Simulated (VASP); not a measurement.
# Results of a VASP single-point calculation on SnO2 (fluorite)

POSCAR

```
Sn O
 1.0000000000000000
     0.0000000000000000    2.5334669720086236    2.5334669720086236
     2.5334669720086236    0.0000000000000000    2.5334669720086236
     2.5334669720086236    2.5334669720086236    0.0000000000000000
 Sn  O
   1   2
Cartesian
 -0.0000000000000000  0.0000000000000000  0.0000000000000000
  1.2667334860043118  1.2667334860043118  1.2667334860043118
  3.8002004580129354  3.8002004580129354  3.8002004580129354
```

| Quantity | Value |
| --- | --- |
| gap between bands v and c | 1.67 eV |
| least direct gap | 3.16 eV |

Band v is the last that the valence electrons fill when counted band by band, and c is the next. Levels in eV from the top of v:

```csv
point,v−1,v,c,c+1
Γ,-1.49,-1.49,1.67,8.78
X,-0.21,-0.14,4.84,8.96
W,-0.36,0.00,6.22,10.77
K,-0.79,-0.19,5.91,10.59
L,-2.33,-2.33,6.62,9.76
```

Problem. Which of these levels of theory gave these results?
A. PBE with spin–orbit coupling
B. PBEsol
C. HSE06
D. PBE
E. PBE0
F. LDA
G. r²SCAN

Solution. C.

The INCAR was:

```
PREC = Accurate
EDIFF = 1E-7
ISTART = 1
NELM = 120
ISIF = 2
NBANDS = 20
SIGMA = 0.01
LHFCALC = .TRUE.
ENCUT = 520
LCHARG = .FALSE.
LREAL = .FALSE.
NSW = 0
ALGO = Normal
LASPH = .TRUE.
LWAVE = .FALSE.
AEXX = 0.25
ISMEAR = 0
GGA = PE
IBRION = -1
HFSCREEN = 0.2079
PRECFOCK = Fast
```
